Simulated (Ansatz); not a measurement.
## CuO: how the smearing width on a coarse mesh moves the results

The calculation used DFT PBEsol, scalar-relativistic, plane waves, PAW in Ansatz 0.2.0.

```cif
data_structure
_symmetry_space_group_name_H-M 'P 1'
_symmetry_Int_Tables_number 1
_cell_length_a 2.9040
_cell_length_b 2.9040
_cell_length_c 5.1321
_cell_angle_alpha 97.781
_cell_angle_beta 97.781
_cell_angle_gamma 72.316
_cell_volume 40.65
loop_
_atom_site_label
_atom_site_type_symbol
_atom_site_fract_x
_atom_site_fract_y
_atom_site_fract_z
_atom_site_occupancy
Cu1 Cu 0.00320 0.49680 0.00000 1
Cu2 Cu 0.49680 0.00320 0.50000 1
O1 O 0.57140 0.40560 0.25370 1
O2 O 0.40560 0.57140 0.75370 1
```

* plane-wave cutoff: 420 eV
* Γ-centred k-mesh: 8×8×4
* spin treatment: unpolarised

The atoms stay fixed while the smearing width on a coarse mesh is varied. ΔE is the energy extrapolated to zero smearing, less that of the reference run (16×16×8 Γ-centred mesh, Gaussian smearing 0.1 eV). The cell isn't necessarily relaxed at this level. Pressure is positive in compression.

| rule, width (eV) | ΔE (meV/atom) | ΔF, free energy (meV/atom) | P (GPa) | largest change of a force component (eV/Å) |
| --- | --- | --- | --- | --- |
| Gaussian 0.01 | -0.46 | 0.94 | -2.71 | 0.010 |
| Gaussian 0.05 | -0.44 | 0.65 | -2.71 | 0.007 |
| Gaussian 0.1 | -0.41 | -0.37 | -2.70 | 0.011 |
| Gaussian 0.2 | ? | ? | ? | ? |
| Gaussian 0.4 | 0.19 | -20.6 | -2.48 | 0.012 |

(1) Fill in the withheld rows.

Results:

(1) The withheld rows:

| rule, width (eV) | ΔE (meV/atom) | ΔF, free energy (meV/atom) | P (GPa) | largest change of a force component (eV/Å) |
| --- | --- | --- | --- | --- |
| Gaussian 0.2 | -0.51 | -4.32 | -2.67 | 0.008 |

Cost: 5 runs of about 0.65 core-minutes in all, on Intel Xeon Processor @ 2.70GHz (shared hosts).